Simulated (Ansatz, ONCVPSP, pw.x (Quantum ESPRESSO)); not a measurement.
# What a changed setting does to a pw.x run (bcc Mg)

Potential: optimised norm-conserving Vanderbilt (ONCV), ONCVPSP 4.0.1.1 (patched build), PBE; core [Ne], reference 3s2; waves: 3s: rc 2.20 bohr, ncon 4, nbas 9, qcut 4 1/bohr, 2 projectors, debl 3 Ha; p scattering state at 0.23 Ha: rc 2.05 bohr, ncon 4, nbas 8, qcut 5.1 1/bohr, 2 projectors, debl 3.3 Ha; d scattering state at 0.38 Ha: rc 1.85 bohr, ncon 4, nbas 9, qcut 5.4 1/bohr, 1 projector; local part: polynomial inside 1.20 bohr (lpopt 1, dvloc0 0 Ha); core correction: Teter function, fcfact 5.75, rcfact 1.05.

The reference run (k-mesh 13³, cutoffs 50/200 Ry, Fermi–Dirac 0.01 Ry, mixing_beta 0.4, conv_thr 1e-9, no spin) gives 0.47 GPa at 22.870 Å³/atom, where all-electron LAPW gives 0.19 GPa. This run, with its own iteration cap, changes k-mesh points per axis to 4.

```
&control
  calculation='scf', prefix='x', pseudo_dir='./', outdir='./tmp', tstress=.true., disk_io='none'
/
&system
  ibrav=0, nat=1, ntyp=1, ecutwfc=50, ecutrho=200, nbnd=8,
  occupations='smearing', smearing='fd', degauss=0.01
/
&electrons
  conv_thr=1e-09, mixing_beta=0.4, electron_maxstep=70
/
ATOMIC_SPECIES
Mg 1.0 Mg.UPF
CELL_PARAMETERS angstrom
  -1.78814222 1.78814222 1.78814222
  1.78814222 -1.78814222 1.78814222
  1.78814222 1.78814222 -1.78814222
ATOMIC_POSITIONS crystal
Mg 0.0000 0.0000 0.0000
K_POINTS automatic
4 4 4 0 0 0
```

```bash
pw.x < Mg.scf.in > Mg.scf.out
```

Task: How does the run end?

Result: It converges in 6 iterations; the free energy moves by -19.0 meV/atom and the pressure by -0.38 GPa.

```
Message from routine setup:
     using ibrav=0 with symmetry is DISCOURAGED, use correct ibrav instead
     lattice parameter (alat)  =       5.8528  a.u.
     unit-cell volume          =     154.3344 (a.u.)^3
     number of electrons       =         2.00
     number of Kohn-Sham states=            8
     kinetic-energy cutoff     =      50.0000  Ry
     charge density cutoff     =     200.0000  Ry
     scf convergence threshold =      1.0E-09
     Exchange-correlation= PBE
     number of k points=     8  Fermi-Dirac smearing, width (Ry)=  0.0100
     iteration #  1     ecut=    50.00 Ry     beta= 0.40
     total energy              =      -1.95957102 Ry
     estimated scf accuracy    <       0.00394468 Ry
     iteration #  2     ecut=    50.00 Ry     beta= 0.40
     total energy              =      -1.95951534 Ry
     estimated scf accuracy    <       0.00141732 Ry
     iteration #  3     ecut=    50.00 Ry     beta= 0.40
     total energy              =      -1.95952045 Ry
     estimated scf accuracy    <       0.00000004 Ry
     iteration #  4     ecut=    50.00 Ry     beta= 0.40
     total energy              =      -1.95952075 Ry
     estimated scf accuracy    <       0.00000001 Ry
     iteration #  5     ecut=    50.00 Ry     beta= 0.40
     total energy              =      -1.95952076 Ry
     estimated scf accuracy    <          2.0E-09 Ry
     iteration #  6     ecut=    50.00 Ry     beta= 0.40
     the Fermi energy is     3.6750 ev
!    total energy              =      -1.95952076 Ry
     estimated scf accuracy    <          2.1E-11 Ry
     smearing contrib. (-TS)   =      -0.00263497 Ry
     The total energy is F=E-TS. E is the sum of the following terms:
     one-electron contribution =       1.26589663 Ry
     hartree contribution      =       0.00405071 Ry
     xc contribution           =      -1.07286640 Ry
     ewald contribution        =      -2.15396673 Ry
     convergence has been achieved in   6 iterations
          total   stress  (Ry/bohr**3)                   (kbar)     P=        0.96
     Message from routine punch:
     Nothing written, as per user request (disk_io='none')
```

The run took about 1 s on one core of a shared host (Neoverse-V2, 192 threads, 742 GiB, load 113).
